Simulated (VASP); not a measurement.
# Sn (Immm) in VASP: further runs

The runs below take Sn through single point, with PBE.

All numbers are computed with VASP 6.6.1; they aren't measurements. Logs are shortened: lines on timing, memory, paths and dates and some standing lists are left out, and cuts for length are marked.

## Step 1: Starting point

It takes space group Immm (No. 71, orthorhombic). Conventional cell: a = 3.453 Å, b = 3.551 Å, c = 4.677 Å, α = 90.00°, β = 90.00°, γ = 90.00°. Sn (site symmetry mmm) has 12 Sn at 3.41 to 3.55 Å as nearest neighbours.

This isn't the form of Sn at room conditions, which is tetragonal (white tin).

## Step 2: Single point, PBE

INCAR reads:

```
SYSTEM = Sn
ADDGRID = .FALSE.
ALGO = Normal
EDIFF = 1E-7
ENCUT = 700
GGA = PE
ISIF = 2
ISMEAR = 1
LASPH = .TRUE.
LCHARG = .FALSE.
LREAL = .FALSE.
LWAVE = .FALSE.
NELM = 100
PREC = Accurate
SIGMA = 0.2
```

KPOINTS reads:

```
k-points
0
G
  8 8 8
  0 0 0
```

POSCAR reads:

```
Sn
1.0
   -1.6810770000      1.7214010000      2.3373330000
    1.7271670000     -1.7623000000      2.4024190000
    1.7145940000      1.7948920000     -2.3683880000
Sn
1
Direct
    0.0245380000     -0.0183670000      0.0024320000
```

Potentials or basis: VASP PAW PBE potentials, release 64 (Sn).

Launch:

```sh
> cat potpaw_PBE.64/Sn/POTCAR > POTCAR
> mpirun -np 1 vasp_std > vasp.out
```

OUTCAR:

```text
SYSTEM = Sn
   EDIFF = 1E-7
   ENCUT = 700
   GGA = PE
   ISIF = 2
   ISMEAR = 1
   LASPH = .TRUE.
   LREAL = .FALSE.
   NELM = 100
   PREC = Accurate

 Found    260 irreducible k-points:

 Following reciprocal coordinates:
            Coordinates               Weight
  0.000000  0.000000  0.000000      1.000000
  0.125000  0.000000  0.000000      2.000000
  0.250000  0.000000  0.000000      2.000000
  0.375000  0.000000  0.000000      2.000000
  0.500000  0.000000  0.000000      1.000000
  0.000000  0.125000 -0.000000      2.000000
   k-points           NKPTS =    260   k-points in BZ     NKDIM =    260   number of bands    NBANDS=      6
   number of dos      NEDOS =    301   number of ions     NIONS =      1
   total plane-waves  NPLWV =  27000
   dimension x,y,z NGX =    30 NGY =   30 NGZ =   30
   dimension x,y,z NGXF=    60 NGYF=   60 NGZF=   60
   ions per type =               1
   NGX,Y,Z   is equivalent  to a cutoff of  14.87, 14.48, 14.54 a.u.
   NGXF,Y,Z  is equivalent  to a cutoff of  29.74, 28.96, 29.07 a.u.
 SYSTEM =  Sn
   PREC   = accura    normal or accurate (medium, high low for compatibility)
   ISTART =      0    job   : 0-new  1-cont  2-samecut
   ICHARG =      2    charge: 1-file 2-atom 10-const
   ISPIN  =      1    spin polarized calculation?
   LNONCOLLINEAR =      F non collinear calculations
   LSORBIT =      F    spin-orbit coupling
   LASPH  =      T    aspherical Exc in radial PAW
   ENCUT  =  700.0 eV  51.45 Ry    7.17 a.u.   7.24  7.43  7.40*2*pi/ulx,y,z
   NELM   =    100;   NELMIN=  2; NELMDL= -5     # of ELM steps
   EDIFF  = 0.1E-06   stopping-criterion for ELM
   LREAL  =      F    real-space projection
   EDIFFG = 0.1E-05   stopping-criterion for IOM
   NSW    =      0    number of steps for IOM
   IBRION =     -1    ionic relax: 0-MD 1-quasi-New 2-CG
   NFREE  =      0    steps in history (QN), initial steepest desc. (CG)
   ISIF   =      2    stress and relaxation
   ISYM   =      2    0-nonsym 1-usesym 2-fastsym
   POTIM  = 0.5000    time-step for ionic-motion
   TEBEG  =    0.0;   TEEND  =   0.0 temperature during run
   PSTRESS=    0.0 pullay stress
   NELECT =       4.0000    total number of electrons
   NUPDOWN=      -1.0000    fix difference up-down
   EMIN   =  10.00;   EMAX   =-10.00  energy-range for DOS
   EFERMI =   0.00;   METHOD = LEGACY
   ISMEAR =     1;   SIGMA  =   0.20  broadening in eV -4-tet -1-fermi 0-gaus
   EFERMI_NEDOS =   21; number of points for ismear=-14 and -15
   IALGO  =     38    algorithm
   IMIX   =      4    mixing-type and parameters
     AMIX     =   0.40;   BMIX     =  1.00
     AMIX_MAG =   1.60;   BMIX_MAG =  1.00
  volume/ion in A,a.u.               =      28.67       193.50
  Fermi-wavevector in a.u.,A,eV,Ry     =   0.849055  1.604482  9.808370  0.720895
  Thomas-Fermi vector in A             =   1.964816
   LORBIT       =      0    0 simple, 1 ext, 2 COOP (PROOUT), +10 PAW based schemes
   GGA     = PE    functional components
   LHFCALC =     F    Hartree Fock is set to
   AEXX    =    0.0000 exact exchange contribution
   IVDW    =     0    specifies the selected vdW correction
   LEPSILON=     F    determine dielectric tensor
   LRPA    =     F    only Hartree local field effects (RPA)
 non-spin polarized calculation
 Methfessel and Paxton  Order N= 1 SIGMA  =   0.20
  energy-cutoff  :      700.00
  volume of cell :       28.67
 maximum number of plane-waves:      1223
 NGX is ok and might be reduce to    30
   NGX = 15   NGY = 15   NGZ = 15

 number of electron       4.0000000 magnetization

 Free energy of the ion-electron system (eV)
  ---------------------------------------------------
  ext. energy  EPLUGINS =         0.00000000
  ---------------------------------------------------
  free energy    TOTEN  =        -3.78492243 eV

  energy without entropy =       -3.78445652  energy(sigma->0) =       -3.78476713

 E-fermi :   5.0361     XC(G=0):  -9.9666

 val. band max:        5.0197210048   @ k =   0.2500   0.2500   0.0000
 cond. band min:       5.0389697959   @ k =   0.5000   0.0000   0.2500
 fundamental gap:      0.0192487911
 Fermi energy:         5.0361273750

 k-point     1 :       0.0000    0.0000    0.0000
  band No.  band energies     occupation
      1      -5.8273      2.00000
      2      11.8340      0.00000
      3      12.2038      0.00000
      4      12.5650      0.00000
      5      15.5957      0.00000
      6      15.7601      0.00000

 k-point     2 :       0.1250    0.0000    0.0000
  band No.  band energies     occupation
      1      -5.5182      2.00000
      2       9.6694      0.00000
      3      11.5638      0.00000
      4      11.9406      0.00000
      5      14.6320      0.00000
      6      16.4790      0.00000

 k-point     3 :       0.2500    0.0000    0.0000
  band No.  band energies     occupation
      1      -4.5954      2.00000
      2       5.8822     -0.00000
      3      11.0374      0.00000
      4      11.1078      0.00000
      5      14.2310      0.00000
      6      16.1829      0.00000

 k-point     4 :       0.3750    0.0000    0.0000
  band No.  band energies     occupation
      1      -3.1078      2.00000
      2       2.5441      2.00000
      3      10.4124      0.00000
      4      10.7558      0.00000
      5      14.2298      0.00000
      6      15.2621      0.00000

 k-point     5 :       0.5000    0.0000    0.0000
  band No.  band energies     occupation
      1      -1.7687      2.00000
      2       0.5741      2.00000
      3      10.1801      0.00000
      4      10.6471      0.00000
      5      14.4550      0.00000
      6      14.8944      0.00000

 k-point     6 :       0.0000    0.1250   -0.0000
  band No.  band energies     occupation
      1      -5.5212      2.00000
      2       9.5500      0.00000
      3      11.4832      0.00000
      4      12.1137      0.00000
      5      14.7047      0.00000
      6      16.4534      0.00000

 [... further k-points ...]

------------------------ aborting loop because EDIFF is reached ----------------------------------------

  FORCE on cell =-STRESS in cart. coord.  units (eV):
  Direction    XX          YY          ZZ          XY          YZ          ZX
  --------------------------------------------------------------------------------------
  -------------------------------------------------------------------------------------
  Total       -0.2297015     -0.1586841     -0.2955729     -0.0539604      0.0365336      0.0396609
  in kB      -12.8350558     -8.8668101    -16.5157581     -3.0151531      2.0413914      2.2161347
  external PRESSURE =     -12.7392080 kB  Pullay stress =       0.0000000 kB

 VOLUME and BASIS-vectors are now :
 -----------------------------------------------------------------------------
  energy-cutoff  :      700.00
  volume of cell :       28.67
      direct lattice vectors                 reciprocal lattice vectors
    -1.681077000  1.721401000  2.337333000    -0.004822354  0.286321943  0.213499049
     1.727167000 -1.762300000  2.402419000     0.288499269 -0.000911461  0.208168231
     1.714594000  1.794892000 -2.368388000     0.287885548  0.281643047 -0.000369160

 POSITION                                       TOTAL-FORCE (eV/Angst)
 -----------------------------------------------------------------------------------
      1.65836     -1.68333      2.40989         0.000000      0.000000      0.000000
 -----------------------------------------------------------------------------------
    total drift:                                0.000000      0.000000      0.000000

  FREE ENERGIE OF THE ION-ELECTRON SYSTEM (eV)
  ---------------------------------------------------
  free  energy   TOTEN  =        -3.7849224267 eV

  energy  without entropy=       -3.7844565237  energy(sigma->0) =       -3.78476713
```

It took 32 s on 1 thread of Intel Xeon 6975P-C (Granite Rapids), shared host; peak memory 0.23 GiB.

The run converged, but some of its settings lie outside the range that counts as converged, so its numbers aren't taken as properties of the crystal.

Results:

```yaml
Free_energy: -3.7849 eV
Pressure: -1.3 GPa
Band_gap_on_the_k_mesh: none (metal or under the smearing width)
```

## Step 3: Single point, PBE

Edit INCAR of step 2 so:

```diff
@@ -4,3 +4,3 @@
 EDIFF = 1E-7
-ENCUT = 700
+ENCUT = 250
 GGA = PE
```

KPOINTS reads:

```
k-points
0
G
  14 14 14
  0 0 0
```

POSCAR reads:

```
Sn
1.0
   -1.7265390000      1.7755470000      2.3383420000
    1.7265390000     -1.7755470000      2.3383420000
    1.7265390000      1.7755470000     -2.3383420000
Sn
1
Direct
    0.0000000000      0.0000000000      0.0000000000
```

Potentials or basis: VASP PAW PBE potentials, release 64 (Sn).

Launch:

```sh
> cat potpaw_PBE.64/Sn/POTCAR > POTCAR
> mpirun -np 1 vasp_std > vasp.out
```

Wall time 9.4 s (1 thread of Intel Xeon 6975P-C (Granite Rapids), shared host); peak memory 0.13 GiB.

The run converged, but some of its settings lie outside the range that counts as converged, so its numbers aren't taken as properties of the crystal.

What came out:

```
Free energy            : -3.7732 eV
Pressure               : -1.1 GPa
Band gap on the k mesh : none (metal or under the smearing width)
```

## Step 4: Single point, PBE

INCAR is that of step 3.

KPOINTS is that of step 3.

POSCAR reads:

```
Sn
1.0
   -1.6810770000      1.7214010000      2.3373330000
    1.7271670000     -1.7623000000      2.4024190000
    1.7145940000      1.7948920000     -2.3683880000
Sn
1
Direct
    0.0245380000     -0.0183670000      0.0024320000
```

Launch:

```sh
> cat potpaw_PBE.64/Sn/POTCAR > POTCAR
> mpirun -np 1 vasp_std > vasp.out
```

Run time: 30 s. Hardware: 1 thread of Intel Xeon 6975P-C (Granite Rapids), shared host; peak memory 0.19 GiB.

These settings aren't checked as converged: the numbers below hold their error.

Results:

* Free energy: -3.7714 eV
* Pressure: -1.1 GPa
* Band gap on the k mesh: none (metal or under the smearing width)

## Step 5: Single point, PBE

Edit INCAR of step 4 so:

```diff
@@ -4,3 +4,3 @@
 EDIFF = 1E-7
-ENCUT = 250
+ENCUT = 350
 GGA = PE
```

KPOINTS reads:

```
k-points
0
G
  12 12 12
  0 0 0
```

POSCAR reads:

```
Sn
1.0
   -1.7265390000      1.7755470000      2.3383420000
    1.7265390000     -1.7755470000      2.3383420000
    1.7265390000      1.7755470000     -2.3383420000
Sn
1
Direct
    0.0000000000      0.0000000000      0.0000000000
```

Launch:

```sh
> cat potpaw_PBE.64/Sn/POTCAR > POTCAR
> mpirun -np 1 vasp_std > vasp.out
```

Wall time 9.7 s (1 thread of Intel Xeon 6975P-C (Granite Rapids), shared host); peak memory 0.15 GiB.

The run converged, but some of its settings lie outside the range that counts as converged, so its numbers aren't taken as properties of the crystal.

What came out:

| Quantity | Value |
| --- | --- |
| Free energy | -3.7642 eV |
| Pressure | -1.3 GPa |
| Band gap on the k mesh | none (metal or under the smearing width) |

## Step 6: For comparison

An earlier run on the cell as given: functional PBE; potentials or basis VASP PAW PBE potentials, release 64 (Sn_d); cutoff 520 eV; k mesh 11 × 11 × 11; occupations fermi-dirac, width 0.05 eV; no spin polarisation.

- Pressure: -1.1 GPa
- Band gap on the k mesh: none (metal or under the smearing width)
